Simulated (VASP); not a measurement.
# Na (P6_3/mmc) in VASP: further runs, part 2 of 2

VASP 6.6.1. Earlier steps stand in the parts before.

### 4 Density of states, revTPSS+D4

INCAR reads:

```
PREC = Accurate ; ENCUT = 520
EDIFF = 1E-6 ; ISMEAR = -5
SIGMA = 0.1 ; LREAL = Auto
LASPH = T ; NELM = 80
ALGO = Normal ; ISIF = 2
LWAVE = F ; LCHARG = F
METAGGA = RTPSS ; LMIXTAU = T
IVDW = 13 ; VDW_S6 = 1.0
VDW_S8 = 1.53089454 ; VDW_A1 = 0.44880597
VDW_A2 = 4.64042317 ; LORBIT = 11
NBANDS = 14 ; NELMDL = -8
NEDOS = 1001
```

KPOINTS reads:

```
Automatic mesh
0
Gamma
  8 8 5
```

POSCAR reads:

```
Na
1.0
    3.7670000000      0.0000000000      0.0000000000
   -1.8835000000      3.2623176961      0.0000000000
    0.0000000000      0.0000000000      6.1540000000
Na
2
Direct
    0.6666666667      0.3333333333      0.7500000000
    0.3333333333      0.6666666667      0.2500000000
```

Potentials or basis: VASP PAW PBE potentials, release 64 (Na_pv).

Started as:

```
cat potpaw_PBE.64/Na_pv/POTCAR > POTCAR
mpirun -np 1 vasp_std > vasp.out
```

OUTCAR:

```text
PREC = Accurate
   ENCUT = 520
   EDIFF = 1E-6
   ISMEAR = -5
   LREAL = Auto
   LASPH = T
   NELM = 80
   ISIF = 2
   METAGGA = RTPSS
   IVDW = 13
   LORBIT = 11
   NELMDL = -8

 ion  position               nearest neighbor table
   1  0.667  0.333  0.750-
   2  0.333  0.667  0.250-

  LATTYP: Found a hexagonal cell.
 ALAT       =     3.7670000000
 C/A-ratio  =     1.6336607380
[... 611 lines left out ...]
  Direction    XX          YY          ZZ          XY          YZ          ZX
  --------------------------------------------------------------------------------------
  -------------------------------------------------------------------------------------
  Total      -0.03861    -0.03861    -0.17187     0.00000     0.00000    -0.00000
  in kB      -0.81804    -0.81804    -3.64110     0.00000     0.00000    -0.00000
  external pressure =       -1.76 kB  Pullay stress =        0.00 kB

 VOLUME and BASIS-vectors are now :
 -----------------------------------------------------------------------------
  energy-cutoff  :      520.00
  volume of cell :       75.63
      direct lattice vectors                 reciprocal lattice vectors
     3.767000000  0.000000000  0.000000000     0.265463233  0.153265269  0.000000000
    -1.883500000  3.262317696  0.000000000     0.000000000  0.306530538  0.000000000
     0.000000000  0.000000000  6.154000000     0.000000000  0.000000000  0.162495938

 POSITION                                       TOTAL-FORCE (eV/Angst)
 -----------------------------------------------------------------------------------
      1.88350      1.08744      4.61550        -0.000000      0.000000      0.000000
     -0.00000      2.17488      1.53850         0.000000      0.000000      0.000000
 -----------------------------------------------------------------------------------
    total drift:                                0.000000     -0.000000      0.000000

  FREE ENERGIE OF THE ION-ELECTRON SYSTEM (eV)
  ---------------------------------------------------
  free  energy   TOTEN  =        -5.7147623522 eV

  energy  without entropy=       -5.7147623522  energy(sigma->0) =       -5.71476235

 total charge

# of ion       s       p       d       tot
------------------------------------------
    1        0.092   5.972   0.000   6.064
    2        0.092   5.972   0.000   6.064
--------------------------------------------------
tot          0.183  11.944   0.000  12.127
```

OSZICAR:

```text
N       E                     dE             d eps       ncg     rms          rms(c)
DAV:   1     0.205299942565E+03    0.20530E+03   -0.27056E+04  1246   0.762E+03
DAV:   2     0.452104133379E+02   -0.16009E+03   -0.15547E+03  1536   0.144E+03
DAV:   3     0.108772103481E+02   -0.34333E+02   -0.34249E+02  1680   0.617E+02
[... 18 lines left out ...]
DAV:  22    -0.568704644916E+01   -0.30123E-05   -0.25659E-06   864   0.170E-02    0.286E-03
DAV:  23    -0.568705476258E+01   -0.83134E-05   -0.26985E-06   852   0.182E-02    0.145E-03
DAV:  24    -0.568705605402E+01   -0.12914E-05   -0.10118E-06   888   0.776E-03    0.107E-03
DAV:  25    -0.568705772647E+01   -0.16724E-05   -0.30528E-07   680   0.440E-03    0.475E-04
DAV:  26    -0.568705818810E+01   -0.46164E-06   -0.56755E-08   462   0.245E-03
   1 F= -.57147624E+01 E0= -.57147624E+01  d E =0.000000E+00
```

stdout:

```text
POSCAR found type information on POSCAR Na
 POSCAR found :  1 types and       2 ions
 scaLAPACK will be used
 -----------------------------------------------------------------------------
|                                                                             |
[... 34 lines left out ...]
|     occupations, so forces and stress will be inaccurate. We suggest        |
|     using a different smearing scheme ISMEAR = 1 or 2 for metals in         |
|     relaxations.                                                            |
|                                                                             |
 -----------------------------------------------------------------------------
```

It took 1.7 min on 1 thread of Intel Xeon 6975P-C (Granite Rapids), shared host; peak memory 0.2 GiB.

Results:

| Item | Value |
| --- | --- |
| Free energy | -5.7148 eV |
| Pressure | -0.2 GPa |
| Band gap on the k mesh | none (metal or under the smearing width) |
| Valence electrons inside the program's atomic spheres | Na 6.06 |
| Dispersion energy per atom | -0.014 eV |

Levels at points of the mesh, in eV from the Fermi level:
```csv
k point,band 5,band 6,band 7,band 8,band 9,band 10
"(0.00, 0.00, 0.00)",-25.19,-25.19,-3.24,0.49,0.97,9.81
"(0.50, 0.00, 0.00)",-25.19,-25.19,0.20,0.36,3.73,3.80
```

States per cell in windows of 0.5 eV (zero at the Fermi level; states under -8 eV left out):
```csv
from (eV),total,Na1_s,Na2_s,Na1_p,Na2_p,Na1_d,Na2_d
-8.0,0.00,0.00,0.00,0.00,0.00,0.00,0.00
-7.5,0.00,0.00,0.00,0.00,0.00,0.00,0.00
-7.0,0.00,0.00,0.00,0.00,0.00,0.00,0.00
-6.5,0.00,0.00,0.00,0.00,0.00,0.00,0.00
-6.0,0.00,0.00,0.00,0.00,0.00,0.00,0.00
-5.5,0.00,0.00,0.00,0.00,0.00,0.00,0.00
-5.0,0.00,0.00,0.00,0.00,0.00,0.00,0.00
-4.5,0.00,0.00,0.00,0.00,0.00,0.00,0.00
-4.0,0.00,0.00,0.00,0.00,0.00,0.00,0.00
-3.5,0.02,0.00,0.00,0.00,0.00,0.00,0.00
-3.0,0.17,0.01,0.01,0.00,0.00,0.00,0.00
-2.5,0.24,0.01,0.01,0.00,0.00,0.00,0.00
-2.0,0.30,0.01,0.01,0.00,0.00,0.00,0.00
-1.5,0.34,0.02,0.02,0.00,0.00,0.00,0.00
-1.0,0.42,0.02,0.02,0.01,0.01,0.00,0.00
-0.5,0.49,0.02,0.02,0.01,0.01,0.00,0.00
0.0,0.56,0.02,0.02,0.01,0.01,0.00,0.00
0.5,0.55,0.01,0.01,0.01,0.01,0.00,0.00
1.0,0.72,0.02,0.02,0.02,0.02,0.00,0.00
1.5,0.28,0.01,0.01,0.01,0.01,0.00,0.00
2.0,0.60,0.02,0.02,0.01,0.01,0.00,0.00
2.5,0.81,0.02,0.02,0.02,0.02,0.00,0.00
3.0,0.69,0.01,0.01,0.02,0.02,0.00,0.00
3.5,0.71,0.02,0.02,0.02,0.02,0.00,0.00
4.0,0.64,0.02,0.02,0.02,0.02,0.00,0.00
4.5,0.84,0.02,0.02,0.02,0.02,0.00,0.00
5.0,0.77,0.02,0.02,0.02,0.02,0.00,0.00
5.5,0.77,0.02,0.02,0.02,0.02,0.00,0.00
6.0,0.76,0.02,0.02,0.02,0.02,0.00,0.00
6.5,0.85,0.02,0.02,0.02,0.02,0.00,0.00
7.0,1.03,0.03,0.03,0.03,0.03,0.00,0.00
7.5,0.85,0.02,0.02,0.03,0.03,0.00,0.00
```

Caveat: the PAW data sets were made with another functional, which shifts forces and pressure a little; pairwise dispersion overbinds metals, which lowers pressure and volume; tetrahedron occupations give inexact forces and stress in metals.

### 5 The runs side by side

```tsv
task	level	k mesh	smearing	grid for exact exchange (PRECFOCK)	exchange at q = 0	monkhorst-Pack mesh	k mesh for the DOS	occupations for the DOS	other keys	mesh quality	pressure (GPa)
optical spectrum	HF	4 × 4 × 3	methfessel-paxton 0.2 eV	Fast	default	yes	-	-	shifted = yes	coarse	1.3
density of states	PBEsol	8 × 8 × 5	methfessel-paxton 0.1 eV	-	-	-	12 × 12 × 8	tetrahedron	-	not flagged	-
density of states	revTPSS+D4	8 × 8 × 5	tetrahedron	-	-	-	-	-	LREAL = Auto; NELMDL = -8; ISMEAR = -5; SIGMA = 0.1	not flagged	-0.2
```

Alike in all rows: potentials or basis VASP PAW PBE potentials, release 64 (Na_pv); no spin polarisation; cell as given; cutoff (eV) 520.

Caveats: some runs use coarse meshes; the PAW data sets were made with another functional, which shifts forces and pressure a little; tetrahedron occupations give inexact forces and stress in metals (some runs); spectra need much finer meshes, so this one isn't converged (some runs); these spectra lack excitons (some runs); the intraband (Drude) part of a metal's response may be missing (some runs); pairwise dispersion overbinds metals, which lowers pressure and volume (some runs).

Total energies depend on the potentials used, so only differences within one code and one set of settings carry meaning.
